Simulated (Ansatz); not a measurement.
**CaF₂: Ca vacancy**

The calculation used DFT PBE, scalar-relativistic, plane waves, PAW in Ansatz. Run with 420 eV cutoff, 2×2×2 k-mesh, shifted by half a step, Gaussian smearing of 0.01 eV, collinear spin.

Host crystal, relaxed:

```
CELL_PARAMETERS angstrom
0.00000 2.75588 2.75588
2.75588 0.00000 2.75588
2.75588 2.75588 0.00000
ATOMIC_POSITIONS crystal
Ca 0.00000 0.00000 0.00000
F 0.75000 0.75000 0.75000
F 0.25000 0.25000 0.25000
```

Supercell of 48 atoms, rows in host cell vectors: -3 1 1; 1 1 -3; 1 -3 1. Atoms relax at the host's cell, keeping the symmetry that the supercell leaves at the site. The cell is small, so energies carry finite-size errors of tenths of an eV. The host's Kohn–Sham gap is 7.14 eV. Atoms are taken from and returned to the elements' standard states. Charged cells are corrected for image charges with the computed static dielectric tensor (mean 8.7) and aligned with the host's potential at far atoms (alignment terms reach 0.66 eV; the program doubts the alignment in some charges, where it is up to 0.66 eV). No band-filling term is added, and the Fermi level counts from the host's valence band top.

Starting moments were lost in some runs.

Defect: Ca vacancy at (0.000, 0.000, 0.000) of the host cell.

**Question.** What is the formation energy of the neutral defect?

**Answer.** 13.51 eV.

**Question.** Does the neutral defect carry a moment, and how do its surroundings relax?

**Answer.** It changes the cell's moment by 2.00 μB. The nearest neighbours before are 8 F at 2.39 Å; after relaxation the atoms near the site are 8 F at 2.56 Å; the largest move is 0.17 Å.

**Question.** Charges 0, -1, -2 were computed. Which is stable where in the gap?

**Answer.** Among the charges computed the stable one is 0 at the valence band top, changing to -1 at 0.18 eV, changing to -2 at 0.70 eV. In charge 0, -1 the cell has partly filled bands: a level of the defect may be part filled, the carrier may sit in the host's bands, or levels may cross between the k points, so transitions that involve it are doubtful. Without the alignment that the program doubts, the level (0/-1) would lie at -0.26 eV, outside the gap, so these runs don't decide whether the defect changes charge there. Levels between neighbouring charges: (0/-1) 0.18 eV, (-1/-2) 0.70 eV.